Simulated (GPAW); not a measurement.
C:

```
C
1.0
     0.00000    1.78337    1.78337
     1.78337    0.00000    1.78337
     1.78337    1.78337    0.00000
C
2
Direct
  0.25000 0.25000 0.25000
  0.00000 0.00000 0.00000
```

This isn't the form of C at room conditions, which is graphite.

Base run:

```yaml
Program: GPAW 26.7.0
Functional: MS2
Potentials_or_basis: GPAW PAW data sets (gpaw-data 1.2.1)
Cutoff: 800 eV
Basis: pw
k_mesh: 10 × 10 × 10
Occupations: fermi-dirac, width 0.05 eV
Spin: no spin polarisation
```

Its results: band gap on the k mesh 4.78 eV, indirect (least direct gap 6.65 eV); pressure -6.6 GPa.

Task: The run is repeated on the same cell with these changes: functional from MS2 to SCAN; band points from 80 to 100. What comes out?

Result: Band gap on the k mesh 4.57 eV, indirect (least direct gap 6.14 eV); pressure -6.1 GPa.

Caveats: the PAW data sets were made with another functional, which shifts forces and pressure a little.
